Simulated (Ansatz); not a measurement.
Crystal: CdSe.

```xyz
2
Lattice="0.0000 2.8740 2.8740 2.8740 0.0000 2.8740 2.8740 2.8740 0.0000" Properties=species:S:1:pos:R:3 pbc="T T T"
Cd    0.0000    0.0000    0.0000
Se    2.8740    2.8740    2.8740
```

Measurements of this composition are mostly on another form, of space group No. 186.

Base run:

| Property | Result |
| --- | --- |
| Program | Ansatz 0.2.0 |
| Functional | revPBE |
| Potentials or basis | Ansatz PAW |
| Cutoff | 420 eV (not typed: the program's choice for these potentials) |
| k mesh | 8 × 8 × 8 |
| Occupations | fermi-dirac, width 0.05 eV |
| Spin | no spin polarisation |

Its results: band gap on the k mesh none (metal or under the smearing width); pressure 1.3 GPa.

The run is repeated on the same cell with these changes: functional from revPBE to PBE. What comes out?

Band gap on the k mesh none (metal or under the smearing width); pressure -0.3 GPa.

PBE binds more tightly than revPBE, so the same cell stands under less pressure.

Caveats: the PAW data sets come from PBE, with cores solved anew for the run's functional, which leaves a small shift of forces and pressure (some runs).
